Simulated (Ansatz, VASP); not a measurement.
# Equation of state of Ni3Al under PBE

It takes space group Pm-3m (No. 221, cubic). The conventional cell has a = 3.523 Å, b = 3.523 Å, c = 3.523 Å, α = 90.00°, β = 90.00°, γ = 90.00°. Around Ni (site symmetry 4/mmm) lie 8 Ni at 2.49 Å and 4 Al at 2.49 Å. Al (site symmetry m-3m) is surrounded by 12 Ni at 2.49 Å.

The cell is a database's computed one, not the measured one.

The cell was scaled at fixed shape and fractions and run with Ansatz, Ansatz PAW (earlier soft set), cutoff 420 eV; PBE, k mesh 8 × 8 × 8 on the cell of 4 atoms, fermi-dirac occupations of 0.05 eV, collinear spin, ferromagnetic start, no spin-orbit coupling. Energies are those that the program minimises, any entropy of the smearing included. For a metal such a mesh isn't converged to the digits shown. The magnetic state is the one that the start led to, which needn't be the lowest.

```tsv
V (Å³/atom)	energy over the lowest row (meV/atom)
10.2760	68.49
10.4947	?
10.7133	22.15
10.9320	9.11
11.1506	1.94
11.3692	0.00
11.5879	2.79
```

Question: Fit the third-order Birch-Murnaghan form, give V0, B0 and B′, and predict the energy left open.

Answer: With y = (V0/V)^(2/3), E = E0 + (9 V0 B0/16) [(y - 1)³ B′ + (y - 1)² (6 - 4y)]. Least squares through the rows shown give V0 = 11.3457 Å³/atom, E0 = -0.03 meV, B0 = 181.3 GPa (1 eV/Å³ = 160.218 GPa) and B′ = 4.54, with a largest miss of 0.01 meV. At V = 10.4947 the form with these constants gives 41.68 meV; the run gave 41.68 meV an atom. Other set-ups at this level, from all their volumes (Å³/atom, GPa): VASP, PBE PAW files Al, Ni, 520 eV: V0 11.349, B0 179.4.
